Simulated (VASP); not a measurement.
**GaN in VASP 6.6.1, single-point calculation**

INCAR

```
PREC = Accurate
IBRION = -1
ISPIN = 2
MAGMOM = -2 -2
SIGMA = 0.01
EDIFF = 1E-7
LCHARG = .FALSE.
ALGO = Normal
NBANDS = 13
METAGGA = R2SCAN
LREAL = Auto
ISIF = 2
ENCUT = 520
LASPH = .TRUE.
NSW = 0
LWAVE = .FALSE.
ISMEAR = 0
NELM = 120
```

KPOINTS

```
KPOINTS created by Atomic Simulation Environment
0
Gamma
10 10 10
0 0 0
```

POSCAR

```
Ga N
 1.0000000000000000
     0.0000000000000000    2.1085152350000000    2.0745681397000002
     2.1085152350000000    0.0000000000000000    2.0745681397000002
     2.1085152350000000    2.1085152350000000    0.0000000000000000
 Ga  N
   1   1
Cartesian
  0.0000000000000000  0.0000000000000000  0.0000000000000000
  2.1085152350000000  2.1085152350000000  2.0745681397000006
```

The recommended PBE PAW datasets give the neutral cell 18 valence electrons.

Command

```
mpirun -np 1 vasp_std
```

Task: How does this run end, and what does it give?

Result: It converged. Results: pressure 5.7 GPa; magnetic moment of the cell 0.00 μB.

OSZICAR

```
N       E                     dE             d eps       ncg     rms          rms(c)
DAV:   1     0.723768290471E+02    0.72377E+02   -0.10144E+04  5904   0.272E+03
DAV:   2    -0.163590127171E+02   -0.88736E+02   -0.83528E+02  5985   0.360E+02
DAV:   3    -0.219938910969E+02   -0.56349E+01   -0.55549E+01  6129   0.819E+01
DAV:   4    -0.220701262060E+02   -0.76235E-01   -0.76157E-01  6107   0.982E+00
DAV:   5    -0.220711478663E+02   -0.10217E-02   -0.10217E-02  5948   0.105E+00    0.168E+01
DAV:   6    -0.204047091396E+02    0.16664E+01   -0.37088E+00  7124   0.480E+01    0.668E+00
DAV:   7    -0.209017254955E+02   -0.49702E+00   -0.55881E-01  5612   0.763E+00    0.316E+00
DAV:   8    -0.209642284162E+02   -0.62503E-01   -0.43726E-02  6313   0.279E+00    0.118E+00
DAV:   9    -0.209637667765E+02    0.46164E-03   -0.10437E-02  6565   0.189E+00    0.502E-01
DAV:  10    -0.209677955024E+02   -0.40287E-02   -0.21666E-03  6172   0.104E+00    0.128E-01
DAV:  11    -0.209678208803E+02   -0.25378E-04   -0.33060E-04  7060   0.581E-01    0.457E-02
DAV:  12    -0.209678350180E+02   -0.14138E-04   -0.50885E-05  6437   0.112E-01    0.225E-02
DAV:  13    -0.209678404721E+02   -0.54542E-05   -0.73259E-06  6599   0.437E-02    0.796E-03
DAV:  14    -0.209678377886E+02    0.26835E-05   -0.37309E-06  5714   0.258E-02    0.294E-03
DAV:  15    -0.209678366154E+02    0.11732E-05   -0.25074E-07  5421   0.682E-03    0.716E-04
DAV:  16    -0.209678362665E+02    0.34886E-06   -0.48132E-08  2867   0.291E-03    0.365E-04
DAV:  17    -0.209678362601E+02    0.63774E-08   -0.62759E-09  2792   0.106E-03
   1 F= -.20967836E+02 E0= -.20967836E+02  d E =-.831732E-29  mag=    -0.0000
```

For comparison, a separate r²SCAN run of the intended cell, on usual settings and not on those above, gives a gap of 1.16 eV on its mesh and a pressure of 5.7 GPa.
